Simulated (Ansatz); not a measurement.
## Structures of Hg2S: which is lowest?

Plane-wave DFT in Ansatz with scalar-relativistic PAW potentials, cutoff 500 eV, Γ-centred meshes chosen by cell and gap, Gaussian smearing with energies taken to zero width. Every cell was relaxed (cell and atoms) in a run of its own, within the symmetry of its start. Functional: r2SCAN.

Relaxed structures (starts from databases or built by putting these elements on another compound's sites):
A. Pn-3m, 6 atoms in the computed cell, a = 6.051 Å; sites (symmetry × multiplicity) S -43m × 2, Hg .-3m × 4; start: built
B. P6/mmm, 3 atoms in the computed cell, a = 4.695 Å, c = 3.743 Å; sites (symmetry × multiplicity) Hg -6m2 × 2, S 6/mmm × 1; start: built

Task: Rank them by energy. Could pressure change the order?

Result:
| structure | group | E − E(lowest) (meV/atom) | V (Å³/atom) | gap on mesh (eV) |
| --- | --- | --- | --- | --- |
| A | Pn-3m | 0.0 | 36.93 | 0.00 |
| B | P6/mmm | 17.2 | 23.82 | 0.00 |

A is lowest, 17 meV/atom under B. B is denser by 13.11 Å³/atom, so pressure favours it: ΔE/ΔV, with ΔE in eV and 1 eV/Å³ = 160.2 GPa, gives about 0.2 GPa for equal enthalpy if both cells were rigid, a rough figure since the two compress differently. Other structures may lie lower than all of these, and vibrations aren't counted.

Spin-orbit coupling is left out, which matters for the bands of heavy elements.